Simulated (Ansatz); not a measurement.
# NiGe: the cost of one run

Program: Ansatz 0.2.0. Level of theory: DFT PBE, scalar-relativistic, plane waves, PAW. These are calculated values, not measurements.

5 further runs of the same task are left out: 5 set aside as unsound or not needed.

## (1) The structure to begin with

Symmetry: P4/mmm, No. 123, tetragonal system. Conventional cell: a = 2.756 Å, b = 2.756 Å, c = 3.613 Å, α = 90.00°, β = 90.00°, γ = 90.00°. Ni (site symmetry 4/mmm) has 8 Ge at 2.66 Å and 4 Ni at 2.76 Å as nearest neighbours. Around Ge (site symmetry 4/mmm) lie 8 Ni at 2.66 Å and 4 Ge at 2.76 Å.

Structure file:

```cif
data_structure
_symmetry_space_group_name_H-M 'P4/mmm'
_symmetry_Int_Tables_number 123
_cell_length_a 2.7562
_cell_length_b 2.7562
_cell_length_c 3.6126
_cell_angle_alpha 90.000
_cell_angle_beta 90.000
_cell_angle_gamma 90.000
_cell_volume 27.44
loop_
_atom_site_label
_atom_site_type_symbol
_atom_site_symmetry_multiplicity
_atom_site_Wyckoff_symbol
_atom_site_fract_x
_atom_site_fract_y
_atom_site_fract_z
_atom_site_occupancy
Ni1 Ni 1 d 0.50000 0.50000 0.50000 1
Ge1 Ge 1 a 0.00000 0.00000 0.00000 1
```

(A quick probe on a coarse mesh, which set the mesh and smearing, is not shown.)

## (3) A loose first relaxation

File input.yaml:

```yaml
crystal:
  lattice:
    - [2.7561760212, 0.0, 0.0]
    - [0.0, 2.7561760212, 0.0]
    - [0.0, 0.0, 3.6125592849]
  atoms:
    - { symbol: Ni, position: [0.5, 0.5, 0.5] }
    - { symbol: Ge, position: [0.0, 0.0, 0.0] }
basis:
  ecutwfc: 420
kpoints:
  mp_grid: { grid: [6, 6, 6] }
hamiltonian:
  xc: pbe
scf:
  occupations: { method: gaussian, width: 0.1 }
  lower_state_search: "off"
output:
  forces: true
  stress: true
  eigenvalues: true
relax:
  adjacent_minimum: "off"
  f_tol: 0.04
  max_steps: 70
  cell: { stress_tol: 0.4 }
```

Run with:

```
$ ansatz run input.yaml --threads 1 --pin off --max-ram 2560MiB --backend cpu --events-out ev --progress --plain --runs-dir out
```

What time and memory should one allow on 1 thread of an x86-64 CPU, shared host?

About 23 s, with a peak of 0.35 GiB.
